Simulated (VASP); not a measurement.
# MgSn2N2: relaxation of cell and atoms with PBE

The system is MgSn2N2.

```
CELL_PARAMETERS angstrom
3.25479 0.00000 0.00000
-1.62739 2.81873 0.00000
0.00000 0.00000 9.01431
ATOMIC_POSITIONS crystal
Mg 0.00000 0.00000 0.00000
Sn 0.66667 0.33333 0.29089
Sn 0.33333 0.66667 0.70911
N 0.66667 0.33333 0.85391
N 0.33333 0.66667 0.14609
```

The cell was built by a generator and needn't be a form met in nature.

```
Program                : VASP 6.6.1
Task                   : relaxation of cell and atoms
Functional             : PBE
Potentials or basis    : VASP PAW PBE potentials, release 64 (Mg, Sn_d, N)
Cutoff                 : 520 eV
k mesh                 : 8 × 8 × 4
Occupations            : gaussian, width 0.03 eV
Spin                   : no spin polarisation
Further INCAR settings : ALGO = Normal; EDIFF = 1e-07; IBRION = 2; POTIM = 0.3; EDIFFG = -0.005; NSW = 60; ISIF = 3
```

```yaml
Relaxed_volume: 16.62 Å³/atom
Relaxed_cell: a = 3.254 Å, b = 3.254 Å, c = 9.059 Å, α = 90.00°, β = 90.00°, γ = 120.00°
Space_group_after_relaxing_to_0.05_Å: P-3m1 (No. 164)
Energy_gained_by_relaxing: 0.0 meV/atom
Ionic_steps: 14
Pressure_after_relaxing: 0.0 GPa
Largest_force_after_relaxing: 0.003 eV/Å
Band_gap_on_the_k_mesh: 0.86 eV, indirect (least direct gap 1.46 eV)
```

Forces on the atoms (eV/Å):
```
Mg   0.000  0.000  0.000
Sn   0.000  0.000 -0.003
Sn   0.000  0.000  0.003
N    0.000  0.000 -0.002
N    0.000  0.000  0.002
```

Step by step:
```csv
step,energy change (eV),largest force (eV/Å),pressure (GPa),volume (Å³)
1,0.0000,0.0081,0.03,82.70
2,0.0000,0.0086,0.01,82.72
3,0.0000,0.0106,-0.02,82.78
4,0.0000,0.0114,-0.04,82.81
5,0.0000,0.0090,-0.03,82.81
6,-0.0001,0.0151,0.01,82.81
7,0.0000,0.0278,0.07,82.82
8,-0.0001,0.0200,0.03,82.82
9,-0.0001,0.0192,0.03,82.82
10,-0.0001,0.0166,0.03,82.85
11,-0.0001,0.0115,0.04,82.89
12,-0.0002,0.0068,0.03,82.98
13,-0.0002,0.0084,0.03,83.01
14,-0.0002,0.0034,0.01,83.08
```

Final structure:
```
CELL_PARAMETERS angstrom
3.25419 0.00000 0.00000
-1.62709 2.81821 0.00000
0.00000 0.00000 9.05935
ATOMIC_POSITIONS crystal
Mg 0.00000 0.00000 0.00000
Sn 0.66667 0.33333 0.28950
Sn 0.33333 0.66667 0.71050
N 0.66667 0.33333 0.85460
N 0.33333 0.66667 0.14540
```

Levels at points of the mesh, in eV from the valence-band top:
```tsv
k point	band 16	band 17	band 18	band 19	band 20	band 21	band 22	band 23	band 24
(0.00, 0.00, 0.00)	-1.14	-1.14	-0.86	-0.86	0.00	1.46	3.20	7.78	8.26
(0.50, 0.00, 0.00)	-3.52	-2.28	-1.92	-1.50	-0.91	0.88	1.59	4.68	5.18
(0.00, 0.00, 0.50)	-1.30	-1.14	-1.14	-0.86	-0.86	2.32	3.05	7.48	8.15
(0.50, 0.00, 0.50)	-3.60	-2.27	-1.94	-1.78	-0.97	0.96	1.99	3.99	6.09
```

Wall time 7.8 min on 2 MPI ranks on Intel(R) Xeon(R) Platinum 8488C (Sapphire Rapids), with other jobs on the host, peak memory 0.23 GiB a rank.

Caveat: spin-orbit coupling is left out, which moves the levels of the heavy elements. A k mesh can miss the band edges.
